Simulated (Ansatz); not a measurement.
BN under pressure

Theory: DFT PBE+D3(BJ), scalar-relativistic, plane waves, PAW (Ansatz 0.2.0). Settings: 420 eV plane-wave cutoff, Γ-centred 12×12×12 mesh, fixed occupations. No spin polarisation. Phonons by linear response, acoustic sum rule imposed.

Relaxed structure:
```xyz
2
Lattice="1.2531 0.7235 3.2939 -1.2531 0.7235 3.2939 0.0000 -1.4469 3.2939" Properties=species:S:1:pos:R:3 pbc="T T T"
B     0.0000    0.0000    9.8788
N     0.0000    0.0000    3.2880
```

Optical modes at Γ (cm⁻¹) at zero pressure: 748, 1356.

Question: Under hydrostatic pressure the same modes lie at 671, 1416 cm⁻¹. What is the pressure, and how much has the cell shrunk?

Answer: 15 GPa; the volume is 18.8 % smaller.

This form isn't the usual stable structure of the compound at low pressure.

Cost: 2 runs of about 1.4 core-minutes in all, on Arm Neoverse V2 (shared hosts).